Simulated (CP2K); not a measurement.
# Na under changes of volume

One of the cells (39.256 Å³/atom); the others are scaled copies at fixed shape and fractional positions:

```
Na
1.0
     3.70832    0.00000    0.00000
    -1.23611    3.49624    0.00000
    -1.23611   -1.74812    3.02783
Na
1
Direct
  0.00000 0.00000 0.00000
```

* Program: CP2K 2026.2
* Functional: PBE
* Potentials or basis: POTENTIAL_UZH Na GTH-PBE-q9; TZVP-MOLOPT-PBE-GTH basis
* Density cutoff: 18368 eV
* k mesh: 9 × 9 × 9
* Occupations: fermi-dirac, width 0.05 eV
* Spin: no spin polarisation

| volume (Å³/atom) | energy over the lowest point (meV/atom) | pressure (GPa) |
| --- | --- | --- |
| 36.901 | 0.27 | 0.1 |
| 37.686 | 0.00 | 0.0 |
| 38.471 | 0.48 | -0.2 |
| 39.256 | ? | ? |
| 40.041 | 5.65 | -0.5 |
| 40.827 | 8.20 | -0.6 |
| 41.612 | 11.25 | -0.7 |

Problem. What does the run at 39.256 Å³/atom give?

Solution. Energy over the lowest point 1.63 meV/atom; pressure -0.3 GPa.

Worked out: A Birch-Murnaghan fit of order 3 (a polynomial in V^(-2/3)) to the other rows has its minimum at 37.54 Å³/atom with B0 = V·E''(V) = 16.2 GPa (rough, since the energies scatter). It gives 2.78 meV/atom at 39.256 Å³/atom, against the run's 1.63, and -dE/dV = -0.5 GPa, against -0.3.

Energies are extrapolated to zero smearing.

Caveats: the basis of atomic orbitals isn't converged, which shifts pressures, moduli and gaps.
